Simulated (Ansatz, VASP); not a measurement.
Bi in VASP and in Ansatz

```
CELL_PARAMETERS angstrom
2.85038 -2.26240 0.00000
2.85038 2.26240 0.00000
0.00000 0.00000 9.70996
ATOMIC_POSITIONS crystal
Bi 0.75005 0.24995 0.12487
Bi 0.74995 0.25005 0.62487
Bi 0.24995 0.75005 0.87513
Bi 0.25005 0.74995 0.37513
```

Alike in both runs: functional r2SCAN; k mesh 4 × 4 × 2; occupations gaussian, width 0.1 eV; no spin polarisation.

Ansatz relaxed the structure, and its values are those at the end. VASP's run is a single point on that final structure, the one shown.

|  | VASP | Ansatz |
| --- | --- | --- |
| version | VASP 6.6.1 | Ansatz 0.2.0 |
| potentials or method | VASP PAW PBE potentials, release 64 (Bi_d) | scalar-relativistic, plane waves, PAW |
| plane-wave cutoff (eV) | 520 | 500 |
| valence electrons in the cell | 60 | 60 |

```tsv
	VASP	Ansatz	Ansatz less VASP
gap on the k mesh at the Fermi level (eV)	none	none	-
pressure (GPa)	-0.1	0.0	+0.02
rms of the force components (eV/Å)	0.004	0.004	-0.0001
```

A gap of «none» marks a metal or a gap that the smearing closes.

Caveats: the k mesh is coarse (spacing up to 0.44 Å⁻¹), so the values aren't converged; the PAW data sets were made with another functional, which shifts forces and pressure a little (VASP); spin-orbit coupling is left out, which moves the levels of the heavy elements.
